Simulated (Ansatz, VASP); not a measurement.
**Two plane-wave programs on AlRu**

```xyz
2
Lattice="3.0338 0.0000 0.0000 0.0000 3.0338 0.0000 0.0000 0.0000 3.0338" Properties=species:S:1:pos:R:3 pbc="T T T"
Al    0.0000    0.0000    0.0000
Ru    1.5169    1.5169    1.5169
```

Alike in both runs: task single point; functional PBE; k mesh 14 × 14 × 14; occupations gaussian, width 0.1 eV; no spin polarisation.

|  | VASP | Ansatz |
| --- | --- | --- |
| version | VASP 6.6.1 | Ansatz 0.2.0 |
| potentials or method | VASP PAW PBE potentials, release 64 (Al, Ru_pv) | scalar-relativistic, plane waves, PAW |
| plane-wave cutoff (eV) | 520 | 420 |
| valence electrons in the cell | 17 | 19 |

|  | VASP | Ansatz | Ansatz less VASP |
| --- | --- | --- | --- |
| gap on the k mesh at the Fermi level (eV) | none | none | - |
| pressure (GPa) | -5.7 | -5.6 | +0.05 |

A gap of «none» marks a metal or a gap that the smearing closes. The two sets of potentials don't hold the same shells in valence.
